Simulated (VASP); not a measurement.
The system is BN.

```
B N
1.0
     0.00000    1.80334    1.80334
     1.80334    0.00000    1.80334
     1.80334    1.80334    0.00000
B N
1 1
Direct
  0.00000 0.00000 0.00000
  0.25000 0.25000 0.25000
```

The cell is a database's computed one.

Base run:

- Program: VASP 6.6.1
- Functional: PBEsol
- Potentials or basis: VASP PAW PBE potentials, release 64 (B, N)
- Cutoff: 520 eV
- k mesh: 12 × 12 × 12
- Occupations: gaussian, width 0.5 eV
- Spin: no spin polarisation

Its results: band gap on the k mesh 4.28 eV, indirect (least direct gap 8.79 eV); pressure 0.3 GPa.

Question: After a change of settings the same cell gave: band gap on the k mesh 4.29 eV, indirect (least direct gap 8.80 eV); pressure -0.7 GPa. Which change was it?
A. functional from PBEsol to r2SCAN; occupations from gaussian, width 0.5 eV to gaussian, width 0.02 eV
B. k mesh from 12 × 12 × 12 to 16 × 16 × 16; occupations from gaussian, width 0.5 eV to gaussian, width 0.02 eV
C. potentials or basis from VASP PAW PBE potentials, release 64 (B, N) to VASP PAW PBE potentials, release 64 (B_h, N_h); cutoff from 520 eV to 900 eV; occupations from gaussian, width 0.5 eV to gaussian, width 0.02 eV

Answer: C.

Caveats: the PAW data sets were made with another functional, which shifts forces and pressure a little; the cutoff is under 1.25 times the usual one of these potentials, so pressure, stress and relaxed cells hold a basis-set (Pulay) error (some runs).
